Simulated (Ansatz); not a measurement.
**Relaxing Ta₂N**

These are results of DFT PBE, scalar-relativistic, plane waves, PAW (Ansatz 0.2.0), not measurements.

The start is a database structure of Ta₂N, space group P-3m1 (No. 164).

The final relaxation ran on this input, with the default PAW datasets:

```yaml
crystal:
  lattice:
    - [3.112861506, 0.0, 0.0]
    - [-1.556430753, 2.6958171426, 0.0]
    - [0.0, 0.0, 4.869841]
  atoms:
    - { symbol: Ta, position: [0.66666667, 0.33333333, 0.745289] }
    - { symbol: Ta, position: [0.33333333, 0.66666667, 0.254711] }
    - { symbol: "N", position: [0.0, 0.0, 0.0] }
basis:
  ecutwfc: 420
kpoints:
  mp_grid: { grid: [18, 18, 10] }
hamiltonian:
  xc: pbe
scf:
  occupations: { method: gaussian, width: 0.1 }
output:
  forces: true
  stress: true
  eigenvalues: true
relax:
  adjacent_minimum: "off"
  f_tol: 0.01
  max_steps: 80
  cell: { stress_tol: 0.05 }
```

Launched as:

```bash
ansatz run input.yaml --threads 1 --pin off --max-ram 2560MiB --backend cpu --events-out ev --progress --plain --runs-dir out
```

The run took 42 s on 1 thread of Intel(R) Xeon(R) 6975P-C (Granite Rapids) (shared host), peak memory 0.58 GiB.

The program printed at the end:

```
SCF converged after 5 iterations
Free energy (F): -20250.917203 eV
Harris-Foulkes:  -20250.917203 eV  (|F-HF|=7.28e-12)
Internal energy: -20250.910696 eV  (E = F + TS)
E sigma→0 (E₀):  -20250.913950 eV
Entropy (-TS):   -0.006507 eV (-2.169 meV/atom)
Fermi energy:    19.697695 eV
--- Per-component energies (eV) ---
  E_band       = -177.081078
  E_kinetic    = 864.432156
  E_local      = -1242.083284  (includes V_loc(G=0)·N_el)
  E_nonlocal   = 73.539560
  E_hartree    = 429.238217
  E_xc         = -498.158623
  E_vxc        = -486.075399  (∫ρ·V_xc dr)
  E_paw        = -16920.600728  (= ΣΔE_a)
  E_vpaw       = -245.370947  (= ΣTr[D̂ρ^β])
  E_aug_tail   = 0.000391  (compensation charges beyond the density's cutoff)
  E_ewald      = -2957.278386
  E_smearing   = -0.006507  (= −TS)
  E_closure    = 0.000000  (closes the sum)
  Σ components = -20250.917203   (vs F -20250.917203, Δ=0.00e0)
--- Forces (eV/Å), atoms counted from 1 ---
  atom   1  Ta     0.00000000     0.00000000     0.00192984
  atom   2  Ta     0.00000000     0.00000000    -0.00192984
  atom   3  N      0.00000000     0.00000000     0.00000000
  max |Σ_I F_I| component: 3.70e-17 eV/Å
--- Stress (GPa, compression-positive) ---
       -0.020288       0.000000       0.000000
        0.000000      -0.020288       0.000000
        0.000000       0.000000       0.009578
  P = ⅓ Tr σ = -0.0103 GPa (-0.103 kbar)
--- Relaxed structure (5 steps of the walk, 4 accepted, 1 SCFs on fresh bases) ---
  F+E_penalty+E_count = -20250.91720312 eV   max|allowed force component| = 1.930e-3 eV/Å   (the final SCF, on the basis selected at the relaxed cell)
  cell:  # Å, volume = 40.6596 Å³
    - [3.101126, 0.0, 0.0]
    - [-1.550563, 2.685654, 0.000000]
    - [0.0, 0.000000, 4.881949]
  atoms:
    - { symbol: Ta, position: [0.666667, 0.333333, 0.744900] }
    - { symbol: Ta, position: [0.333333, 0.666667, 0.255100] }
    - { symbol: N, position: [0.000000, 0.000000, 0.000000] }
```

Absolute energies hang on the potentials; compare differences alone.

The result has space group P-3m1 (No. 164). Ta is coordinated by 3 N at 2.18 Å; N is coordinated by 6 Ta at 2.18 Å.

Against the elements it lies at -0.80 eV/atom. The zero of energy is the elements' standard structures at the same level (N₂ as a molecule); no fitted shifts are applied.

For metals, differences of a few meV/atom aren't resolved. Spin–orbit coupling is left out.

A structure relaxed within its symmetry needn't be a true minimum.